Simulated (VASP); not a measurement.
# Te (Imma) in VASP: equation of state

Aim: energy against volume of Te in PBE, for its equilibrium volume and stiffness.

Everything below comes from runs of VASP 6.6.1. Logs are shortened: lines on timing, memory, paths and dates and some standing lists are left out, and cuts for length are marked.

## (1) The crystal as given

Symmetry: Imma, No. 74, orthorhombic system. Conventional cell: a = 5.916 Å, b = 7.752 Å, c = 3.070 Å, α = 90.00°, β = 90.00°, γ = 90.00°. Te (site symmetry mm2) is surrounded by 4 Te at 2.96 to 3.07 Å.

This isn't the form of Te at room conditions, which is trigonal, of chains.

## (2) Equation of state, PBE, 33.09 Å³/atom (volume scaled by 0.94)

Contents of INCAR:

```
SYSTEM = Te
  PREC = Accurate
  ENCUT = 520
  EDIFF = 1E-7
  ISMEAR = -1
  SIGMA = 0.05
  LREAL = .FALSE.
  LASPH = .TRUE.
  NELM = 80
  ALGO = Normal
  ISIF = 2
  LWAVE = .FALSE.
  LCHARG = .FALSE.
  GGA = PE
  NBANDS = 13
```

Contents of KPOINTS:

```
regular mesh
0
G
  10 10 10
  0 0 0
```

Contents of POSCAR:

```
Te
1.0
   -2.8974114302      3.7968421210      1.5038144443
    2.8974114302     -3.7968421210      1.5038144443
    2.8974114302      3.7968421210     -1.5038144443
Te
2
Direct
    0.0009290200      0.7509290200      0.2500000000
    0.9990709800      0.2490709800      0.7500000000
```

Potentials or basis: VASP PAW PBE potentials, release 64 (Te).

On the command line:

```
cat potpaw_PBE.64/Te/POTCAR > POTCAR
mpirun -np 1 vasp_std > vasp.out
```

OUTCAR:

```text
SYSTEM = Te
   PREC = Accurate
   ENCUT = 520
   EDIFF = 1E-7
   ISMEAR = -1
   LREAL = .FALSE.
   LASPH = .TRUE.
   NELM = 80
   ISIF = 2
   GGA = PE

 Found    171 irreducible k-points:

 Following reciprocal coordinates:
            Coordinates               Weight
  0.000000  0.000000  0.000000      1.000000
  0.100000  0.000000  0.000000      4.000000
  0.200000  0.000000  0.000000      4.000000
  0.300000  0.000000  0.000000      4.000000
  0.400000  0.000000  0.000000      4.000000
  0.500000  0.000000 -0.000000      2.000000
   k-points           NKPTS =    171   k-points in BZ     NKDIM =    171   number of bands    NBANDS=     13
   number of dos      NEDOS =    301   number of ions     NIONS =      2
   total plane-waves  NPLWV =  64000
   dimension x,y,z NGX =    40 NGY =   40 NGZ =   40
   dimension x,y,z NGXF=    80 NGYF=   80 NGZF=   80
   ions per type =               2
   NGX,Y,Z   is equivalent  to a cutoff of  13.28, 13.28, 13.28 a.u.
   NGXF,Y,Z  is equivalent  to a cutoff of  26.56, 26.56, 26.56 a.u.
 SYSTEM =  Te
   PREC   = accura    normal or accurate (medium, high low for compatibility)
   ISTART =      0    job   : 0-new  1-cont  2-samecut
   ICHARG =      2    charge: 1-file 2-atom 10-const
   ISPIN  =      1    spin polarized calculation?
   LNONCOLLINEAR =      F non collinear calculations
   LSORBIT =      F    spin-orbit coupling
   LASPH  =      T    aspherical Exc in radial PAW
   ENCUT  =  520.0 eV  38.22 Ry    6.18 a.u.   9.31  9.31  9.31*2*pi/ulx,y,z
   NELM   =     80;   NELMIN=  2; NELMDL= -5     # of ELM steps
   EDIFF  = 0.1E-06   stopping-criterion for ELM
   LREAL  =      F    real-space projection
   EDIFFG = 0.1E-05   stopping-criterion for IOM
   NSW    =      0    number of steps for IOM
   IBRION =     -1    ionic relax: 0-MD 1-quasi-New 2-CG
   NFREE  =      0    steps in history (QN), initial steepest desc. (CG)
   ISIF   =      2    stress and relaxation
   ISYM   =      2    0-nonsym 1-usesym 2-fastsym
   POTIM  = 0.5000    time-step for ionic-motion
   TEBEG  =    0.0;   TEEND  =   0.0 temperature during run
   PSTRESS=    0.0 pullay stress
   NELECT =      12.0000    total number of electrons
   NUPDOWN=      -1.0000    fix difference up-down
   EMIN   =  10.00;   EMAX   =-10.00  energy-range for DOS
   EFERMI =   0.00;   METHOD = LEGACY
   ISMEAR =    -1;   SIGMA  =   0.05  broadening in eV -4-tet -1-fermi 0-gaus
   EFERMI_NEDOS =   21; number of points for ismear=-14 and -15
   IALGO  =     38    algorithm
   IMIX   =      4    mixing-type and parameters
     AMIX     =   0.40;   BMIX     =  1.00
     AMIX_MAG =   1.60;   BMIX_MAG =  1.00
  volume/ion in A,a.u.               =      33.09       223.28
  Fermi-wavevector in a.u.,A,eV,Ry     =   0.926630  1.751076 11.682544  0.858643
  Thomas-Fermi vector in A             =   2.052613
   LORBIT       =      0    0 simple, 1 ext, 2 COOP (PROOUT), +10 PAW based schemes
   GGA     = PE    functional components
   LHFCALC =     F    Hartree Fock is set to
   AEXX    =    0.0000 exact exchange contribution
   IVDW    =     0    specifies the selected vdW correction
   LEPSILON=     F    determine dielectric tensor
   LRPA    =     F    only Hartree local field effects (RPA)
 non-spin polarized calculation
  energy-cutoff  :      520.00
  volume of cell :       66.17
 maximum number of plane-waves:      1801
 NGX is ok and might be reduce to    40
   NGX = 19   NGY = 19   NGZ = 19

 number of electron      12.0000001 magnetization

 Free energy of the ion-electron system (eV)
  ---------------------------------------------------
  ext. energy  EPLUGINS =         0.00000000
  ---------------------------------------------------
  free energy    TOTEN  =        -5.93107254 eV

  energy without entropy =       -5.92264867  energy(sigma->0) =       -5.92686061

 E-fermi :   5.9545     XC(G=0):  -9.1526

 val. band max:        5.9414431155   @ k =  -0.2000   0.4000   0.2000
 cond. band min:       5.9676225232   @ k =   0.4000   0.2000   0.1000
 fundamental gap:      0.0261794077
 Fermi energy:         5.9545156697

 k-point     1 :       0.0000    0.0000    0.0000
  band No.  band energies     occupation
      1      -7.8050      2.00000
      2      -4.3584      2.00000
      3       0.0148      2.00000
      4       3.6272      2.00000
      5       4.1977      2.00000
      6       8.7452      0.00000
      7       9.0104      0.00000
      8       9.7369      0.00000
      9       9.7792      0.00000
     10      10.9650      0.00000
     11      13.6835      0.00000
     12      15.7486      0.00000
     13      16.8073      0.00000

 k-point     2 :       0.1000    0.0000    0.0000
  band No.  band energies     occupation
      1      -7.6440      2.00000
      2      -4.2198      2.00000
      3       0.1324      2.00000
      4       3.8384      2.00000
      5       4.1849      2.00000
      6       7.5144      0.00000
      7       8.9564      0.00000
      8       9.5871      0.00000
      9       9.9332      0.00000
     10      10.0845      0.00000
     11      14.4830      0.00000
     12      15.1750      0.00000
     13      15.9965      0.00000
[... 33 lines left out ...]
 k-point     5 :       0.4000    0.0000    0.0000
  band No.  band energies     occupation
      1      -5.6071      2.00000
      2      -2.3776      2.00000
      3       0.6871      2.00000
      4       1.4272      2.00000
      5       3.0019      2.00000
      6       4.4868      2.00000
      7       6.4610      0.00008
      8       9.3045      0.00000
      9      10.1709      0.00000
     10      11.6270      0.00000
     11      12.1952      0.00000
     12      13.9734      0.00000
     13      15.1467      0.00000

 k-point     6 :       0.5000    0.0000   -0.0000
  band No.  band energies     occupation
      1      -5.1670      2.00000
      2      -1.9441      2.00000
      3      -0.1053      2.00000
      4       1.6410      2.00000
      5       2.2115      2.00000
      6       4.5688      2.00000
      7       7.0045      0.00000
      8       8.8094      0.00000
      9       9.7666      0.00000
     10      11.9092      0.00000
     11      13.0835      0.00000
     12      13.4537      0.00000
     13      14.8617      0.00000

 [... further k-points ...]

------------------------ aborting loop because EDIFF is reached ----------------------------------------

  FORCE on cell =-STRESS in cart. coord.  units (eV):
  Direction    XX          YY          ZZ          XY          YZ          ZX
  --------------------------------------------------------------------------------------
  -------------------------------------------------------------------------------------
  Total        2.8309236      0.3676967      1.5684734      0.0000000      0.0000000      0.0000000
  in kB       68.5412113      8.9025293     37.9752625      0.0000000      0.0000000      0.0000000
  external PRESSURE =      38.4730011 kB  Pullay stress =       0.0000000 kB

 VOLUME and BASIS-vectors are now :
 -----------------------------------------------------------------------------
  energy-cutoff  :      520.00
  volume of cell :       66.17
      direct lattice vectors                 reciprocal lattice vectors
    -2.897411430  3.796842121  1.503814444     0.000000000  0.131688383  0.332487829
     2.897411430 -3.796842121  1.503814444     0.172567829  0.000000000  0.332487829
     2.897411430  3.796842121 -1.503814444     0.172567829  0.131688383  0.000000000

 POSITION                                       TOTAL-FORCE (eV/Angst)
 -----------------------------------------------------------------------------------
      2.89741     -1.89842      0.75470         0.000000      0.000000     -0.002015
      0.00000      5.69526      0.74911        -0.000000     -0.000000      0.002015
 -----------------------------------------------------------------------------------
    total drift:                               -0.000000      0.000000     -0.000000

  FREE ENERGIE OF THE ION-ELECTRON SYSTEM (eV)
  ---------------------------------------------------
  free  energy   TOTEN  =        -5.9310725426 eV

  energy  without entropy=       -5.9226486731  energy(sigma->0) =       -5.92686061
```

Wall time 2.2 min (1 thread of Intel Xeon Platinum 8259CL at 2.50GHz (Skylake/Cascade Lake), shared host); peak memory 0.31 GiB.

Results:

- Free energy: -5.9311 eV
- Pressure: 3.8 GPa
- Band gap on the k mesh: none (metal or under the smearing width)

## (3) Equation of state, PBE, 33.79 Å³/atom (volume scaled by 0.96)

Contents of INCAR:

```
PREC = Accurate ; ENCUT = 520
EDIFF = 1E-7 ; ISMEAR = -1
SIGMA = 0.05 ; LREAL = False
LASPH = True ; NELM = 100
ALGO = Normal ; ISIF = 2
LWAVE = False ; LCHARG = False
GGA = PE ; NBANDS = 13
```

Contents of KPOINTS:

```
regular mesh
0
Gamma
  10 10 10
```

Contents of POSCAR:

```
Te
1.0
   -2.9178164084      3.8235813268      1.5144050358
    2.9178164084     -3.8235813268      1.5144050358
    2.9178164084      3.8235813268     -1.5144050358
Te
2
Direct
    0.0009290200      0.7509290200      0.2500000000
    0.9990709800      0.2490709800      0.7500000000
```

Potentials or basis: VASP PAW PBE potentials, release 64 (Te).

On the command line:

```
cat potpaw_PBE.64/Te/POTCAR > POTCAR
mpirun -np 1 vasp_std > vasp.out
```

It took 2.3 min on 1 thread of Intel Xeon Platinum 8259CL at 2.50GHz (Skylake/Cascade Lake), shared host; peak memory 0.31 GiB.

It converged, with:

```
Free energy            : -5.9595 eV
Pressure               : 2.6 GPa
Band gap on the k mesh : none (metal or under the smearing width)
```

## (4) Equation of state, PBE, 34.49 Å³/atom (volume scaled by 0.98)

Contents of INCAR:

```
PREC = Accurate
ENCUT = 520
EDIFF = 1E-7
ISMEAR = -1
SIGMA = 0.05
LREAL = F
LASPH = T
NELM = 80
ALGO = Normal
ISIF = 2
LWAVE = F
LCHARG = F
GGA = PE
NBANDS = 13
```

KPOINTS is that of step 3.

Contents of POSCAR:

```
Te
1.0
   -2.9379399160      3.8499516865      1.5248495385
    2.9379399160     -3.8499516865      1.5248495385
    2.9379399160      3.8499516865     -1.5248495385
Te
2
Direct
    0.0009290200      0.7509290200      0.2500000000
    0.9990709800      0.2490709800      0.7500000000
```

On the command line:

```
cat potpaw_PBE.64/Te/POTCAR > POTCAR
mpirun -np 1 vasp_std > vasp.out
```

Wall time 2.4 min (1 thread of Intel Xeon Platinum 8259CL at 2.50GHz (Skylake/Cascade Lake), shared host); peak memory 0.32 GiB.

Results (log left out):

```yaml
Free_energy: -5.9780 eV
Pressure: 1.6 GPa
Band_gap_on_the_k_mesh: none (metal or under the smearing width)
```

## (5) Equation of state, PBE, 35.90 Å³/atom (volume scaled by 1.02)

Contents of INCAR:

```
ALGO     = Normal         # electronic algorithm
EDIFF    = 1E-7           # SCF threshold, eV
ENCUT    = 520            # plane-wave cutoff, eV
GGA      = PE             # functional
ISIF     = 2              # what is computed and relaxed
ISMEAR   = -1             # smearing method
LASPH    = True           # aspherical terms in the spheres
LCHARG   = False          # write CHGCAR
LREAL    = False          # projectors in reciprocal space
LWAVE    = False          # write WAVECAR
NBANDS   = 13             # bands
NELM     = 100            # most SCF steps
PREC     = Accurate       # precision mode
SIGMA    = 0.05           # smearing width, eV
```

Contents of KPOINTS:

```
k-points
0
Gamma
  10 10 10
```

Contents of POSCAR:

```
Te
1.0
   -2.9773800574      3.9016350575      1.5453197602
    2.9773800574     -3.9016350575      1.5453197602
    2.9773800574      3.9016350575     -1.5453197602
Te
2
Direct
    0.0009290200      0.7509290200      0.2500000000
    0.9990709800      0.2490709800      0.7500000000
```

On the command line:

```
cat potpaw_PBE.64/Te/POTCAR > POTCAR
mpirun -np 1 vasp_std > vasp.out
```

It took 2.3 min on 1 thread of Intel Xeon Platinum 8259CL at 2.50GHz (Skylake/Cascade Lake), shared host; peak memory 0.32 GiB.

Results (log left out):

* Free energy: -5.9895 eV
* Pressure: -0.2 GPa
* Band gap on the k mesh: none (metal or under the smearing width)

Caveat: this functional lacks dispersion, which binds the layers, so the pressure and a relaxed spacing across them are unreliable.

## (6) Equation of state, PBE, 36.61 Å³/atom (volume scaled by 1.04)

Contents of INCAR:

```
ALGO = Normal ; EDIFF = 1E-7
ENCUT = 520 ; GGA = PE
ISIF = 2 ; ISMEAR = -1
LASPH = True ; LCHARG = False
LREAL = False ; LWAVE = False
NBANDS = 13 ; NELM = 60
PREC = Accurate ; SIGMA = 0.05
```

KPOINTS is that of step 5.

Contents of POSCAR:

```
Te
1.0
   -2.9967142359      3.9269710600      1.5553545853
    2.9967142359     -3.9269710600      1.5553545853
    2.9967142359      3.9269710600     -1.5553545853
Te
2
Direct
    0.0009290200      0.7509290200      0.2500000000
    0.9990709800      0.2490709800      0.7500000000
```

Potentials or basis: VASP PAW PBE potentials, release 64 (Te).

On the command line:

```
cat potpaw_PBE.64/Te/POTCAR > POTCAR
mpirun -np 1 vasp_std > vasp.out
```

Run time: 2.3 min. Hardware: 1 thread of Intel Xeon Platinum 8259CL at 2.50GHz (Skylake/Cascade Lake), shared host; peak memory 0.32 GiB.

It converged, with:

- Free energy: -5.9843 eV
- Pressure: -1.0 GPa
- Band gap on the k mesh: none (metal or under the smearing width)

Caveat: this functional lacks dispersion, which binds the layers, so the pressure and a relaxed spacing across them are unreliable.

## (7) Equation of state, PBE, 37.31 Å³/atom (volume scaled by 1.06)

Contents of INCAR:

```
ALGO     = Normal         # electronic algorithm
EDIFF    = 1E-7           # SCF threshold, eV
ENCUT    = 520            # plane-wave cutoff, eV
GGA      = PE             # functional
ISIF     = 2              # what is computed and relaxed
ISMEAR   = -1             # smearing method
LASPH    = True           # aspherical terms in the spheres
LCHARG   = False          # write CHGCAR
LREAL    = False          # projectors in reciprocal space
LWAVE    = False          # write WAVECAR
NBANDS   = 13             # bands
NELM     = 80             # most SCF steps
PREC     = Accurate       # precision mode
SIGMA    = 0.05           # smearing width, eV
```

KPOINTS is that of step 6.

Contents of POSCAR:

```
Te
1.0
   -3.0158021023      3.9519842890      1.5652615695
    3.0158021023     -3.9519842890      1.5652615695
    3.0158021023      3.9519842890     -1.5652615695
Te
2
Direct
    0.0009290200      0.7509290200      0.2500000000
    0.9990709800      0.2490709800      0.7500000000
```

Potentials or basis: VASP PAW PBE potentials, release 64 (Te).

On the command line:

```
cat potpaw_PBE.64/Te/POTCAR > POTCAR
mpirun -np 1 vasp_std > vasp.out
```

OUTCAR:

```text
EDIFF = 1E-7
   ENCUT = 520
   GGA = PE
   ISIF = 2
   ISMEAR = -1
   LASPH = True
   LREAL = False
   NELM = 80
   PREC = Accurate

 Found    171 irreducible k-points:

 Following reciprocal coordinates:
            Coordinates               Weight
  0.000000  0.000000  0.000000      1.000000
  0.100000  0.000000 -0.000000      4.000000
  0.200000  0.000000 -0.000000      4.000000
  0.300000  0.000000 -0.000000      4.000000
  0.400000  0.000000 -0.000000      4.000000
[... 172 lines left out ...]
------------------------ aborting loop because EDIFF is reached ----------------------------------------

  FORCE on cell =-STRESS in cart. coord.  units (eV):
  Direction    XX          YY          ZZ          XY          YZ          ZX
  --------------------------------------------------------------------------------------
  -------------------------------------------------------------------------------------
  Total       -0.8366501     -0.1318314     -1.3056354      0.0000000      0.0000000      0.0000000
  in kB      -17.9634393     -2.8305080    -28.0328689      0.0000000      0.0000000      0.0000000
  external PRESSURE =     -16.2756054 kB  Pullay stress =       0.0000000 kB

 VOLUME and BASIS-vectors are now :
 -----------------------------------------------------------------------------
  energy-cutoff  :      520.00
  volume of cell :       74.62
      direct lattice vectors                 reciprocal lattice vectors
    -3.015802102  3.951984289  1.565261570     0.000000000  0.126518722  0.319435428
     3.015802102 -3.951984289  1.565261570     0.165793372  0.000000000  0.319435428
     3.015802102  3.951984289 -1.565261570     0.165793372  0.126518722  0.000000000

 POSITION                                       TOTAL-FORCE (eV/Angst)
 -----------------------------------------------------------------------------------
      3.01580     -1.97599      0.78554        -0.000000      0.000000     -0.002434
     -0.00000      5.92798      0.77972         0.000000     -0.000000      0.002434
 -----------------------------------------------------------------------------------
    total drift:                               -0.000000      0.000000     -0.000000

  FREE ENERGIE OF THE ION-ELECTRON SYSTEM (eV)
  ---------------------------------------------------
  free  energy   TOTEN  =        -5.9729181476 eV

  energy  without entropy=       -5.9607714142  energy(sigma->0) =       -5.96684478
```

stdout:

```text
POSCAR found type information on POSCAR Te
 POSCAR found :  1 types and       2 ions
 scaLAPACK will be used
 LDA part: xc-table for (Slater+PW92), standard interpolation
 POSCAR, INCAR and KPOINTS ok, starting setup
 FFT: planning ... GRIDC
 FFT: planning ... GRID_SOFT
 FFT: planning ... GRID
 WAVECAR not read
 entering main loop
```

It took 2.4 min on 1 thread of Intel Xeon Platinum 8259CL at 2.50GHz (Skylake/Cascade Lake), shared host; peak memory 0.32 GiB.

Results:

| Item | Value |
| --- | --- |
| Free energy | -5.9729 eV |
| Pressure | -1.6 GPa |
| Band gap on the k mesh | none (metal or under the smearing width) |

Caveat: this functional lacks dispersion, which binds the layers, so the pressure and a relaxed spacing across them are unreliable.

## (8) Equation of state, PBE

Potentials or basis: VASP PAW PBE potentials, release 64 (Te).

This step only gathers the single runs of the series.

Results:

| Property | Result |
| --- | --- |
| Equilibrium volume | 35.72 Å³/atom |
| Bulk modulus at fixed shape and positions | 42 GPa |
| Pressure derivative of the bulk modulus | 4.9 |

Energy against volume, from the lowest point:
| volume (Å³/atom) | energy (meV/atom) |
| --- | --- |
| 33.087 | 29.23 |
| 33.791 | 15.00 |
| 34.495 | 5.74 |
| 35.199 | 0.90 |
| 35.903 | 0.00 |
| 36.607 | 2.60 |
| 37.311 | 8.30 |

Caveat: the cell was scaled at fixed shape and fractional positions, which overstates the stiffness of a crystal with free parameters, most of all of layers and chains.
